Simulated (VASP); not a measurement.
# InP (F-43m) in VASP: single point with HSE06

Aim: the single point of InP with HSE06.

Program: VASP 6.6.1. These are calculated values, not measurements. Logs are shortened: lines on timing, memory, paths and dates and some standing lists are left out, and cuts for length are marked.

**What was measured.**

A printed reference work, data compilation reports, for a bulk crystal of InP at 1.6 K: band gap 1.4236 eV (direct).

The runs below are set against these values where they give the same quantity.

## 1. The crystal as given

It takes space group F-43m (No. 216, cubic). The conventional cell has a = 5.879 Å, b = 5.879 Å, c = 5.879 Å, α = 90.00°, β = 90.00°, γ = 90.00°. Around In (site symmetry -43m) lie 4 P at 2.55 Å. P (site symmetry -43m) is surrounded by 4 In at 2.55 Å.

The cell is a database's computed one.

## 2. Single point, HSE06

The input, POSCAR:

```
InP
1.0
    0.0000000000      2.9395400000      2.9395400000
    2.9395400000      0.0000000000      2.9395400000
    2.9395400000      2.9395400000      0.0000000000
In P
1 1
Direct
    0.0000000000      0.0000000000      0.0000000000
    0.7500000000      0.7500000000      0.7500000000
```

The input, INCAR.step1:

```
  PREC = Accurate
  ENCUT = 520
  EDIFF = 1E-5
  ISMEAR = 0
  SIGMA = 0.02
  LREAL = F
  LASPH = T
  NELM = 100
  ALGO = Normal
  ISIF = 2
  LWAVE = T
  LCHARG = F
  GGA = PE
```

The input, INCAR.step2:

```
  PREC = Accurate
  ENCUT = 520
  EDIFF = 1E-6
  ISMEAR = 0
  SIGMA = 0.02
  LREAL = F
  LASPH = T
  NELM = 100
  ALGO = Normal
  ISIF = 2
  LWAVE = F
  LCHARG = F
  GGA = PE
  LHFCALC = T
  HFSCREEN = 0.2
  PRECFOCK = Fast
  ISTART = 1
```

The input, KPOINTS:

```
Automatic mesh
0
Gamma
  6 6 6
```

Potentials or basis: VASP PAW PBE potentials, release 64 (In_d, P).

On the command line:

```sh
$ cat potpaw_PBE.64/In_d/POTCAR potpaw_PBE.64/P/POTCAR > POTCAR
$ cp INCAR.step1 INCAR
$ mpirun -np 1 vasp_std > vasp.out
$ cp INCAR.step2 INCAR
$ mpirun -np 1 vasp_std > vasp.out
```

OUTCAR:

```text
PREC = Accurate
   ENCUT = 520
   EDIFF = 1E-6
   ISMEAR = 0
   LREAL = F
   LASPH = T
   NELM = 100
   ISIF = 2
   GGA = PE
   LHFCALC = T
   HFSCREEN = 0.2
   PRECFOCK = Fast
   ISTART = 1

 ion  position               nearest neighbor table
   1  0.000  0.000  0.000-   2 2.55   2 2.55   2 2.55   2 2.55
   2  0.750  0.750  0.750-   1 2.55   1 2.55   1 2.55   1 2.55

  LATTYP: Found a face centered cubic cell.
 ALAT       =     5.8790800000

  Lattice vectors:

 A1 = (   0.0000000000,   2.9395400000,   2.9395400000)
 A2 = (   2.9395400000,   0.0000000000,   2.9395400000)
 A3 = (   2.9395400000,   2.9395400000,   0.0000000000)

Analysis of symmetry for initial positions (statically):
=====================================================================
 Subroutine PRICEL returns:
 Original cell was already a primitive cell.

 Routine SETGRP: Setting up the symmetry group for a
 face centered cubic supercell.

 Subroutine GETGRP returns: Found 24 space group operations
 (whereof 24 operations were pure point group operations)
 out of a pool of 48 trial point group operations.

The static configuration has the point symmetry T_d .

Analysis of symmetry for dynamics (positions and initial velocities):
=====================================================================
 Subroutine PRICEL returns:
 Original cell was already a primitive cell.

 Routine SETGRP: Setting up the symmetry group for a
 face centered cubic supercell.

 Subroutine GETGRP returns: Found 24 space group operations
 (whereof 24 operations were pure point group operations)
 out of a pool of 48 trial point group operations.

The dynamic configuration has the point symmetry T_d .

 Subroutine INISYM returns: Found 24 space group operations
 (whereof 24 operations are pure point group operations),
 and found     1 'primitive' translations

----------------------------------------------------------------------------------------

                                     Primitive cell

  volume of cell :      50.8005

  direct lattice vectors                    reciprocal lattice vectors
     0.000000000  2.939540000  2.939540000    -0.170094641  0.170094641  0.170094641
     2.939540000  0.000000000  2.939540000     0.170094641 -0.170094641  0.170094641
     2.939540000  2.939540000  0.000000000     0.170094641  0.170094641 -0.170094641

  length of vectors
     4.157137335  4.157137335  4.157137335     0.294612560  0.294612560  0.294612560

  position of ions in fractional coordinates (direct lattice)
     0.000000000  0.000000000  0.000000000
     0.750000000  0.750000000  0.750000000

  ion indices of the primitive-cell ions
   primitive index   ion index
                 1           1
                 2           2

----------------------------------------------------------------------------------------

 KPOINTS: Automatic mesh

Automatic generation of k-mesh.
 Grid dimensions read from file:
 generate k-points for:    6    6    6

 Generating k-lattice:

  Cartesian coordinates                     Fractional coordinates (reciprocal lattice)
    -0.028349107  0.028349107  0.028349107     0.166666667  0.000000000  0.000000000
     0.028349107 -0.028349107  0.028349107     0.000000000  0.166666667  0.000000000
     0.028349107  0.028349107 -0.028349107     0.000000000  0.000000000  0.166666667

  Length of vectors
     0.049102093  0.049102093  0.049102093

  Shift w.r.t. Gamma in fractional coordinates (k-lattice)
     0.000000000  0.000000000  0.000000000

 Subroutine IBZKPT returns following result:
 ===========================================

 Found     16 irreducible k-points:

 Following reciprocal coordinates:
            Coordinates               Weight
  0.000000  0.000000  0.000000      1.000000
  0.166667  0.000000  0.000000      8.000000
  0.333333  0.000000  0.000000      8.000000
  0.500000  0.000000  0.000000      4.000000
  0.166667  0.166667  0.000000      6.000000
  0.333333  0.166667  0.000000     24.000000
[... 8 lines left out ...]
 -0.333333  0.333333  0.166667     24.000000
 -0.333333  0.500000  0.166667     12.000000
   k-points           NKPTS =     16   k-points in BZ     NKDIM =    216   number of bands    NBANDS=     13
   number of dos      NEDOS =    301   number of ions     NIONS =      2
   total plane-waves  NPLWV =  32768
   dimension x,y,z NGX =    32 NGY =   32 NGZ =   32
   dimension x,y,z NGXF=    64 NGYF=   64 NGZF=   64
   ions per type =               1   1
   NGX,Y,Z   is equivalent  to a cutoff of  12.80, 12.80, 12.80 a.u.
   NGXF,Y,Z  is equivalent  to a cutoff of  25.59, 25.59, 25.59 a.u.
 SYSTEM =  unknown system
   PREC   = accura    normal or accurate (medium, high low for compatibility)
   ISTART =      1    job   : 0-new  1-cont  2-samecut
   ICHARG =      0    charge: 1-file 2-atom 10-const
   ISPIN  =      1    spin polarized calculation?
   LNONCOLLINEAR =      F non collinear calculations
   LSORBIT =      F    spin-orbit coupling
   LASPH  =      T    aspherical Exc in radial PAW
   ENCUT  =  520.0 eV  38.22 Ry    6.18 a.u.   7.73  7.73  7.73*2*pi/ulx,y,z
   NELM   =    100;   NELMIN=  2; NELMDL=  0     # of ELM steps
   EDIFF  = 0.1E-05   stopping-criterion for ELM
   LREAL  =      F    real-space projection
   EDIFFG = 0.1E-04   stopping-criterion for IOM
   NSW    =      0    number of steps for IOM
   IBRION =     -1    ionic relax: 0-MD 1-quasi-New 2-CG
   NFREE  =      0    steps in history (QN), initial steepest desc. (CG)
   ISIF   =      2    stress and relaxation
   ISYM   =      3    0-nonsym 1-usesym 2-fastsym
   POTIM  = 0.5000    time-step for ionic-motion
   TEBEG  =    0.0;   TEEND  =   0.0 temperature during run
   PSTRESS=    0.0 pullay stress
   NELECT =      18.0000    total number of electrons
   NUPDOWN=      -1.0000    fix difference up-down
   EMIN   =  10.00;   EMAX   =-10.00  energy-range for DOS
   EFERMI =   0.00;   METHOD = LEGACY
   ISMEAR =     0;   SIGMA  =   0.02  broadening in eV -4-tet -1-fermi 0-gaus
   EFERMI_NEDOS =   21; number of points for ismear=-14 and -15
   IALGO  =     38    algorithm
   IMIX   =      1    mixing-type and parameters
     AMIX     =   0.40;   BMIX     =  1.00
     AMIX_MAG =   1.60;   BMIX_MAG =  1.00
  volume/ion in A,a.u.               =      25.40       171.41
  Fermi-wavevector in a.u.,A,eV,Ry     =   1.158447  2.189148 18.259021  1.342000
  Thomas-Fermi vector in A             =   2.295049
   LORBIT       =      0    0 simple, 1 ext, 2 COOP (PROOUT), +10 PAW based schemes
   GGA     = PE    functional components
   LHFCALC =     T    Hartree Fock is set to
   PRECFOCK=fast      Normal, Fast or Accurate (Low or Medium for compatibility)
   ENCUT4O =  -1.0   cutoff for four orbital integrals eV
   NKREDX  =     1    reduce k-point grid by
   NKREDY  =     1    reduce k-point grid by
   NKREDZ  =     1    reduce k-point grid by
   AEXX    =    0.2500 exact exchange contribution
   HFSCREEN=    0.2000 screening length (either q_TF or 0.3 A-1)
   HFSCREENC=   0.2000 screening length for correlation (either q_TF or 0.3 A-1)
   ENCUTFOCK=  -1.0 apply spherical cutoff to Coloumb kernel
   IVDW    =     0    specifies the selected vdW correction
   LEPSILON=     F    determine dielectric tensor
   LRPA    =     F    only Hartree local field effects (RPA)
 non-spin polarized calculation
 Gauss-broadening in eV      SIGMA  =   0.02
  energy-cutoff  :      520.00
  volume of cell :       50.80
 maximum number of plane-waves:      1381
  NGX = 18; NGY = 18; NGZ = 18

 number of electron      18.0000007 magnetization

 Free energy of the ion-electron system (eV)
  ---------------------------------------------------
  ext. energy  EPLUGINS =         0.00000000
  ---------------------------------------------------
  free energy    TOTEN  =       -10.01426548 eV

  energy without entropy =      -10.01426548  energy(sigma->0) =      -10.01426548

 E-fermi :   4.7549     XC(G=0):  -7.6854

 val. band max:        4.6593457416   @ k =   0.0000   0.0000   0.0000
 cond. band min:       6.1180362439   @ k =   0.0000   0.0000   0.0000
 fundamental gap:      1.4586905023
 Fermi energy:         4.7549174217

 k-point     1 :       0.0000    0.0000    0.0000
  band No.  band energies     occupation
      1     -11.2145      2.00000
      2     -11.2144      2.00000
      3     -11.2144      2.00000
      4     -11.0572      2.00000
      5     -11.0572      2.00000
      6      -8.0241      2.00000
      7       4.6593      2.00000
      8       4.6593      2.00000
      9       4.6593      2.00000
     10       6.1180      0.00000
     11       9.5949      0.00000
     12       9.5949      0.00000
     13       9.5949      0.00000

 k-point     2 :       0.1667    0.0000    0.0000
  band No.  band energies     occupation
      1     -11.2437      2.00000
      2     -11.2022      2.00000
      3     -11.2022      2.00000
      4     -11.0569      2.00000
      5     -11.0569      2.00000
      6      -7.6886      2.00000
      7       2.3924      2.00000
      8       4.3366      2.00000
      9       4.3366      2.00000
     10       7.2197      0.00000
     11       9.9998      0.00000
     12      10.0645      0.00000
     13      10.0645      0.00000

 k-point     3 :       0.3333    0.0000    0.0000
  band No.  band energies     occupation
      1     -11.2989      2.00000
      2     -11.1823      2.00000
      3     -11.1823      2.00000
      4     -11.0512      2.00000
      5     -11.0512      2.00000
      6      -6.8224      2.00000
      7      -0.2602      2.00000
      8       3.8254      2.00000
      9       3.8254      2.00000
     10       7.0767      0.00000
     11      10.4089      0.00000
     12      10.4089      0.00000
     13      11.9003      0.00000

 k-point     4 :       0.5000    0.0000    0.0000
  band No.  band energies     occupation
      1     -11.3251      2.00000
      2     -11.1753      2.00000
      3     -11.1753      2.00000
      4     -11.0453      2.00000
      5     -11.0453      2.00000
      6      -6.1820      2.00000
      7      -1.5428      2.00000
      8       3.6116      2.00000
      9       3.6116      2.00000
     10       6.9079      0.00000
     11      10.3300      0.00000
     12      10.3300      0.00000
     13      12.6945      0.00000

 k-point     5 :       0.1667    0.1667    0.0000
  band No.  band energies     occupation
      1     -11.2656      2.00000
      2     -11.1896      2.00000
      3     -11.1896      2.00000
      4     -11.0675      2.00000
      5     -11.0491      2.00000
      6      -7.5778      2.00000
      7       2.4514      2.00000
      8       3.7945      2.00000
      9       3.7945      2.00000
     10       8.1104      0.00000
     11       8.5432      0.00000
     12      10.8723      0.00000
     13      10.8723      0.00000
[... 129 lines left out ...]
 k-point    14 :       0.5000    0.3333    0.1667
  band No.  band energies     occupation
      1     -11.3398      2.00000
      2     -11.1598      2.00000
      3     -11.1426      2.00000
      4     -11.0762      2.00000
      5     -11.0405      2.00000
      6      -6.1469      2.00000
      7      -0.6003      2.00000
      8       1.7622      2.00000
      9       2.8261      2.00000
     10       9.0387      0.00000
     11       9.3007      0.00000
     12      10.5560      0.00000
     13      13.2293      0.00000

 k-point    15 :      -0.3333    0.3333    0.1667
  band No.  band energies     occupation
      1     -11.3493      2.00000
      2     -11.1598      2.00000
      3     -11.1319      2.00000
      4     -11.0710      2.00000
      5     -11.0451      2.00000
      6      -5.6386      2.00000
      7      -1.2793      2.00000
      8       1.3347      2.00000
      9       2.4332      2.00000
     10       9.1736      0.00000
     11       9.7388      0.00000
     12      11.3472      0.00000
     13      13.0179      0.00000

 k-point    16 :      -0.3333    0.5000    0.1667
  band No.  band energies     occupation
      1     -11.3685      2.00000
      2     -11.1423      2.00000
      3     -11.1184      2.00000
      4     -11.0855      2.00000
      5     -11.0371      2.00000
      6      -5.4217      2.00000
      7      -1.4141      2.00000
      8       1.6281      2.00000
      9       1.6813      2.00000
     10       8.6581      0.00000
     11       9.1504      0.00000
     12      12.4552      0.00000
     13      12.7326      0.00000

------------------------ aborting loop because EDIFF is reached ----------------------------------------

  FORCE on cell =-STRESS in cart. coord.  units (eV):
  Direction    XX          YY          ZZ          XY          YZ          ZX
  --------------------------------------------------------------------------------------
  -------------------------------------------------------------------------------------
  Total        0.2019339      0.2019339      0.2019339      0.0000000      0.0000000     -0.0000000
  in kB        6.3687148      6.3687148      6.3687148      0.0000000      0.0000000     -0.0000000
  external PRESSURE =       6.3687148 kB  Pullay stress =       0.0000000 kB

 VOLUME and BASIS-vectors are now :
 -----------------------------------------------------------------------------
  energy-cutoff  :      520.00
  volume of cell :       50.80
      direct lattice vectors                 reciprocal lattice vectors
     0.000000000  2.939540000  2.939540000    -0.170094641  0.170094641  0.170094641
     2.939540000  0.000000000  2.939540000     0.170094641 -0.170094641  0.170094641
     2.939540000  2.939540000  0.000000000     0.170094641  0.170094641 -0.170094641

 POSITION                                       TOTAL-FORCE (eV/Angst)
 -----------------------------------------------------------------------------------
      0.00000      0.00000      0.00000        -0.000000     -0.000000     -0.000000
      4.40931      4.40931      4.40931         0.000000      0.000000      0.000000
 -----------------------------------------------------------------------------------
    total drift:                               -0.000045     -0.000036     -0.000028

  FREE ENERGIE OF THE ION-ELECTRON SYSTEM (eV)
  ---------------------------------------------------
  free  energy   TOTEN  =       -10.0142654784 eV

  energy  without entropy=      -10.0142654784  energy(sigma->0) =      -10.01426548
```

Wall time 31 min (1 thread of Intel Xeon Platinum 8375C at 2.90GHz (Ice Lake), shared host); peak memory 0.29 GiB.

Results:

```
Free energy            : -10.0143 eV
Pressure               : 0.6 GPa
Band gap on the k mesh : 1.46 eV, direct
```

Caveat: the PAW data sets were made with another functional, which shifts forces and pressure a little; spin-orbit coupling is left out, which moves the levels of the heavy elements.

## 3. Against experiment

Step 2. Against the measured gap of InP, 1.4236 eV (direct; 1.6 K; a printed reference work, data compilation), the calculated 1.46 eV is off by +0.04 eV. Spin-orbit coupling on In is left out. The value is that of HSE06, without temperature or zero-point motion. The cell is a database's relaxed one, not the measured one, which moves gaps too.
